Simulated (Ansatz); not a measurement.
NiO: hydrostatic pressure series

Computed with Ansatz, DFT r2SCAN, scalar-relativistic, plane waves, PAW. Run with 500 eV cutoff, 12×12×12 k-mesh, Gaussian smearing of 0.02 eV, collinear spin.

Starting point, cell and atoms relaxed:

```xyz
2
Lattice="0.0000 2.0943 2.0943 2.0943 0.0000 2.0943 2.0943 2.0943 0.0000" Properties=species:S:1:pos:R:3 pbc="T T T"
Ni    0.0000    0.0000    0.0000
O     2.0943    2.0943    2.0943
```

Cell and atoms are relaxed at each pressure within the symmetry of the start, at zero temperature, so transitions that lower the symmetry aren't seen. The k-mesh given is that at zero pressure and may differ at others. a, b and c are the lengths of the cell vectors above. Gaps are generalised Kohn–Sham gaps over the whole zone.

With moments and this functional the run may sit in a state above the lowest one.

```tsv
P (GPa)	V (Å³/atom)	V/V0	a (Å)	b (Å)	c (Å)
-2	9.27	1.010	2.971	2.971	2.971
0	9.19	1.000	2.962	2.962	2.962
2	9.10	0.991	2.953	2.953	2.953
5	8.98	0.978	2.940	2.940	2.940
10	8.80	0.958	2.920	2.920	2.920
20	8.50	0.925	2.886	2.886	2.886
40	8.01	0.872	2.829	2.829	2.829
```

Q: What bulk modulus and pressure derivative fit these points?

A: A third-order Birch–Murnaghan fit gives B0 = 215 GPa and B0' = 4.4.

Q: What does pressure do to the gap?

A: The gaps are 0.86 eV at -2 GPa, 0.82 eV at 0 GPa, 0.79 eV at 2 GPa, 0.75 eV at 5 GPa, 0.67 eV at 10 GPa, 0.53 eV at 20 GPa, 0.27 eV at 40 GPa.